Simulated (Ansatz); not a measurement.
Li2S built on the antifluorite prototype, relaxed with r2SCAN, was run in Ansatz under altered settings. All numbers are computed, without spin polarisation but where a row says otherwise.

```
S Li
1.0
     0.00000    2.84529    2.84529
     2.84529    0.00000    2.84529
     2.84529    2.84529    0.00000
S Li
1 2
Direct
  0.00000 0.00000 0.00000
  0.25000 0.25000 0.25000
  0.75000 0.75000 0.75000
```

The base run's other keys:
```yaml
kpoints:
  mp_grid: { grid: [4, 4, 4] }
hamiltonian:
  xc: hse06
scf:
  occupations: { method: fixed }
  n_extra_bands: 4
```

It takes 10 iterations with 893 plane waves at 420 eV and 8 k points, and leaves a mean stress of -0.35 GPa. The gap over this mesh is 4.336 eV. It ran on 4 threads of Arm Neoverse N1, with other jobs on the host.

Outcomes, with energy and stress as changes against the base:
```tsv
setting	outcome	ΔF (meV/atom)	Δ mean stress (GPa)	gap on the mesh (eV)	iterations	wall time
PBE hybrid, exx coeff 0.15, omega 0.3 1/Å	converged	–	+0.3	3.832	9	5.4 s
hamiltonian.xc: pbe0	converged	–	0.0	5.033	10	5.3 s
PBE hybrid, exx coeff 0.5, omega 0.3 1/Å	converged	–	-0.6	4.912	12	5.7 s
scf.exx.q_mesh: [3, 3, 3]	refused	–	–	–	–	0.33 s
basis.ecutwfc: 0	refused	–	–	–	–	0.32 s
basis.ecutwfc: 40	converged, warned	+30118	-30.8	3.648	11	1.4 s
```
A dash marks a value that wasn't obtained or can't be compared. Stress is positive in compression. The base took 5.5 s.

- PBE hybrid, exx coeff 0.15, omega 0.3 1/Å. That is 15 % exact exchange, screened with ω = 0.3 1/Å, against HSE06's 25 % screened at 0.208 1/Å. The mean stress moves by +0.3 GPa and the gap on the mesh by -0.504 eV (to 3.832). Totals of different functionals aren't comparable.
- hamiltonian.xc: pbe0. The mean stress moves by 0.0 GPa and the gap on the mesh by +0.697 eV (to 5.033). It's another functional on the same cell, so totals aren't comparable.
- PBE hybrid, exx coeff 0.5, omega 0.3 1/Å. That is 50 % exact exchange, screened with ω = 0.3 1/Å, against HSE06's 25 % screened at 0.208 1/Å. The mean stress moves by -0.6 GPa and the gap on the mesh by +0.575 eV (to 4.912). Totals of different functionals aren't comparable.
- scf.exx.q_mesh: [3, 3, 3]. The input is refused before any iteration. Error: invalid value for `scf.exx.q_mesh`: must divide elementwise kpoints.mp_grid.grid
- basis.ecutwfc: 0. It is rejected at once. Error: invalid value for `basis.ecutwfc`: must be finite and > 0; got 0 eV
- basis.ecutwfc: 40. 27 plane waves in place of 893. The free energy moves by +30118 meV an atom, the mean stress by -30.8 GPa and the gap on the mesh by -0.689 eV (to 3.648). The basis is too small: these are errors of the cutoff. Warned: cutoff below recommended.

The program warns that its thresholds are loose for a hybrid's stress.

The meshes of the hybrids are coarse, so their gaps aren't converged to the digits shown.
